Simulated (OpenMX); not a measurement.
Input of an OpenMX 3.8.5 run:

File Zn.dat:

```
System.CurrrentDirectory             ./
System.Name                          Zn
DATA.PATH                            ./DFT_DATA13
level.of.stdout                      1
level.of.fileout                     0
Species.Number                       1
<Definition.of.Atomic.Species
  Zn  Zn6.0H-s3p2d2          Zn_CA13H
Definition.of.Atomic.Species>

Atoms.Number                         2
Atoms.SpeciesAndCoordinates.Unit     FRAC
<Atoms.SpeciesAndCoordinates
    1  Zn    0.6666666667    0.3333333333    0.7500000000  10.000 10.000
    2  Zn    0.3333333333    0.6666666667    0.2500000000  10.000 10.000
Atoms.SpeciesAndCoordinates>

Atoms.UnitVectors.Unit               Ang
<Atoms.UnitVectors
     2.6700000000    0.0000000000    0.0000000000
    -1.3350000000    2.3122878281    0.0000000000
     0.0000000000    0.0000000000    4.9660000000
Atoms.UnitVectors>

scf.XcType                           LDA
scf.SpinPolarization                 off
scf.ElectronicTemperature            580.226
scf.energycutoff                     500.0
scf.maxIter                          100
scf.EigenvalueSolver                 band
scf.Kgrid                            9 9 5
scf.Mixing.Type                      rmm-diisk
scf.Init.Mixing.Weight               0.05
scf.Min.Mixing.Weight                0.001
scf.Max.Mixing.Weight                0.3
scf.Mixing.History                   25
scf.Mixing.StartPulay                8
scf.criterion                        1.0e-8
scf.stress.tensor                    on
MD.Type                              nomd
Band.dispersion                      on
Band.Nkpath                          9
<Band.kpath
   12   0.000000  0.000000  0.000000    0.500000  0.000000  0.000000  G M
    7   0.500000  0.000000  0.000000    0.333333  0.333333  0.000000  M K
   13   0.333333  0.333333  0.000000    0.000000  0.000000  0.000000  K G
    5   0.000000  0.000000  0.000000    0.000000  0.000000  0.500000  G A
   12   0.000000  0.000000  0.500000    0.500000  0.000000  0.500000  A L
    7   0.500000  0.000000  0.500000    0.333333  0.333333  0.500000  L H
   13   0.333333  0.333333  0.500000    0.000000  0.000000  0.500000  H A
    5   0.500000  0.000000  0.500000    0.500000  0.000000  0.000000  L M
    5   0.333333  0.333333  0.000000    0.333333  0.333333  0.500000  K H
Band.kpath>
```

Potentials or basis: OpenMX 2013 LDA set, Zn6.0H-s3p2d2, grid cutoff 500 Ry.

Run with:

```console
$ openmx Zn.dat -nt 1 > Zn.std
```

Question: What does it give for the band gap along the path?

Answer: None (metal or under the smearing width).

Question: What does it give for the pressure?

Answer: -9.8 GPa.

Forces in eV/Å, atoms in the order of the input:
```
Zn   0.000 -0.003  0.000
Zn   0.000  0.003  0.000
```

Caveat: the basis of atomic orbitals isn't converged, which shifts pressures, moduli and gaps.
